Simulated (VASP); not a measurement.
Set up this calculation in VASP 6.6.1, as the native input.

| Item | Value |
| --- | --- |
| Task | relaxation of cell and atoms |
| Functional | PBEsol |
| Potentials or basis | VASP PAW PBE potentials, release 64 (Al, Ga_d, N) |
| Cutoff | 600 eV |
| k mesh | 10 × 6 × 6 |
| Occupations | gaussian, width 0.03 eV |
| Spin | no spin polarisation |
| Further INCAR settings | ALGO = Normal; EDIFF = 1e-06; IBRION = 2; EDIFFG = -0.01; NSW = 90; ISIF = 3 |

The structure of Al3GaN4 lies in POSCAR:

```
Al3GaN4
1.0
   -3.1179708700      0.0000000000      0.0000000000
    0.0000000000      0.0000000000     -5.0652319200
    0.0000000000     -5.4004839600      0.0000000000
Al Ga N
3 1 4
Direct
    0.5000000000      0.0000000000      0.1666666700
    0.0000000000      0.0000000000      0.6666666700
    0.0000000000      0.5000000000      0.3333333300
    0.5000000000      0.5000000000      0.8333333300
    0.5000000000      0.6250000000      0.1666666700
    0.0000000000      0.6250000000      0.6666666700
    0.0000000000      0.1250000000      0.3333333300
    0.5000000000      0.1250000000      0.8333333300
```

The cell was built by a generator and needn't be a form met in nature.

These files were run (other wordings do the same):

INCAR

```
  ALGO = Normal
  EDIFF = 1E-6
  EDIFFG = -0.01
  ENCUT = 600
  GGA = PS
  IBRION = 2
  ISIF = 3
  ISMEAR = 0
  KPAR = 4
  LASPH = True
  LCHARG = False
  LREAL = False
  LWAVE = False
  NELM = 80
  NSW = 90
  PREC = Accurate
  SIGMA = 0.03
```

KPOINTS

```
k-points
0
Gamma
  10 6 6
```

Potentials or basis: VASP PAW PBE potentials, release 64 (Al, Ga_d, N).

Command:

```bash
$ cat potpaw_PBE.64/Al/POTCAR potpaw_PBE.64/Ga_d/POTCAR potpaw_PBE.64/N/POTCAR > POTCAR
$ mpirun -np 4 vasp_std > vasp.out
```

It gave:

```
Relaxed volume                         : 10.68 Å³/atom
Relaxed cell                           : a = 3.129 Å, b = 5.041 Å, c = 5.416 Å, α = 89.96°, β = 90.00°, γ = 90.00°
Space group after relaxing (to 0.05 Å) : Pm (No. 6)
Energy gained by relaxing              : 9.6 meV/atom
Ionic steps                            : 10
Pressure after relaxing                : 0.0 GPa
Largest force after relaxing           : 0.005 eV/Å
Band gap on the k mesh                 : 3.50 eV, direct
```

Caveat: the PAW data sets were made with another functional, which shifts forces and pressure a little.

Run time: 3 min on 4 MPI ranks on Intel(R) Xeon(R) 6975P-C (Granite Rapids), with other jobs on the host, peak memory 0.45 GiB a rank.
